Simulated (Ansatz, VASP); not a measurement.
## InSb in VASP and in Ansatz

The input INCAR:

```
SYSTEM = InSb
PREC = Accurate ; ENCUT = 520
EDIFF = 1E-6 ; ISMEAR = 0
SIGMA = 0.15 ; LREAL = .False.
LASPH = .True. ; NELM = 60
ALGO = Normal ; ISIF = 2
LWAVE = .False. ; LCHARG = .False.
GGA = PE ; NBANDS = 16
```

KPOINTS

```
Automatic mesh
0
Gamma
  12 12 12
  0 0 0
```

File POSCAR:

```
InSb
1.0
    0.0000000000      3.2391000000      3.2391000000
    3.2391000000      0.0000000000      3.2391000000
    3.2391000000      3.2391000000      0.0000000000
In Sb
1 1
Direct
    0.0000000000      0.0000000000      0.0000000000
    0.7500000000      0.7500000000      0.7500000000
```

Input for Ansatz:

```yaml
crystal:
  lattice:
    - [0.0, 3.2391, 3.2391]
    - [3.2391, 0.0, 3.2391]
    - [3.2391, 3.2391, 0.0]
  atoms:
    - { symbol: In, position: [0.0, 0.0, 0.0] }
    - { symbol: Sb, position: [0.75, 0.75, 0.75] }
basis:
  ecutwfc: 420
kpoints:
  mp_grid: { grid: [12, 12, 12] }
hamiltonian:
  xc: pbe
scf:
  occupations: { method: gaussian, width: 0.15 }
output:
  forces: true
  stress: true
  eigenvalues: true
  write_density: true
  write_potential: true
  elf: true
  volumetric_format: npy
```

Alike in both runs: task single point; functional PBE; k mesh 12 × 12 × 12; occupations gaussian, width 0.15 eV; no spin polarisation.

```csv
,VASP,Ansatz
version,VASP 6.6.1,Ansatz 0.2.0
potentials or method,"VASP PAW PBE potentials, release 64 (In_d, Sb)","scalar-relativistic, plane waves, PAW"
plane-wave cutoff (eV),520,420
valence electrons in the cell,18,28
```

```csv
,VASP,Ansatz,Ansatz less VASP
gap on the k mesh at the Fermi level (eV),none,none,-
pressure (GPa),3.1,3.1,+0.03
```

A gap of «none» marks a metal or a gap that the smearing closes. The two sets of potentials don't hold the same shells in valence.

Caveats: this crystal is a semiconductor, whose small gap the functional closes, so the metal is an error of the method. Spin-orbit coupling is left out, which matters for the levels of Sb.
